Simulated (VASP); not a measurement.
Write the native input for VASP 6.6.1 that does the following.

```yaml
Task: relaxation of cell and atoms
Functional: AM05
Potentials_or_basis: VASP PAW PBE potentials, release 64 (Al, O)
Cutoff: 600 eV
k_mesh: 7 × 7 × 7
Occupations: fermi-dirac, width 0.05 eV
Spin: no spin polarisation
Further_INCAR_settings: ALGO = Fast; EDIFF = 1e-06; IBRION = 2; EDIFFG = -0.005; NSW = 40; ISIF = 3
```

The structure of Al2O3 (Corundum) lies in POSCAR:

```
Al2O3
1.0
    2.3802500000      1.3742379782      4.3318666667
   -2.3802500000      1.3742379782      4.3318666667
    0.0000000000     -2.7484759565      4.3318666667
Al O
4 6
Direct
    0.8521600000      0.8521600000      0.8521600000
    0.6478400000      0.6478400000      0.6478400000
    0.1478400000      0.1478400000      0.1478400000
    0.3521600000      0.3521600000      0.3521600000
    0.0566800000      0.7500000000      0.4433200000
    0.7500000000      0.4433200000      0.0566800000
    0.4433200000      0.0566800000      0.7500000000
    0.9433200000      0.2500000000      0.5566800000
    0.2500000000      0.5566800000      0.9433200000
    0.5566800000      0.9433200000      0.2500000000
```

The input as run:

INCAR

```
PREC = Accurate ; ENCUT = 600
EDIFF = 1E-6 ; ISMEAR = -1
SIGMA = 0.05 ; LREAL = False
LASPH = True ; NELM = 60
ALGO = Fast ; ISIF = 3
LWAVE = False ; LCHARG = False
GGA = AM ; IBRION = 2
NSW = 40 ; EDIFFG = -0.005
```

KPOINTS

```
Automatic mesh
0
Gamma
  7 7 7
```

Potentials or basis: VASP PAW PBE potentials, release 64 (Al, O).

Command:

```console
$ cat potpaw_PBE.64/Al/POTCAR potpaw_PBE.64/O/POTCAR > POTCAR
$ mpirun -np 1 vasp_std > vasp.out
```

It gave:

* Relaxed volume: 8.56 Å³/atom
* Relaxed cell: a = 5.140 Å, b = 5.140 Å, c = 5.140 Å, α = 55.33°, β = 55.33°, γ = 55.33°
* Space group after relaxing (to 0.05 Å): R-3c (No. 167)
* Energy gained by relaxing: 0.5 meV/atom
* Ionic steps: 5
* Pressure after relaxing: 0.0 GPa
* Band gap on the k mesh: 6.14 eV, direct

Caveat: the PAW data sets were made with another functional, which shifts forces and pressure a little; an odd mesh through Γ misses points on the zone boundary, where band edges often lie.

Run time: 5.7 min on 1 thread of Intel(R) Xeon(R) 6975P-C (Granite Rapids), on a shared host, peak memory 0.32 GiB.
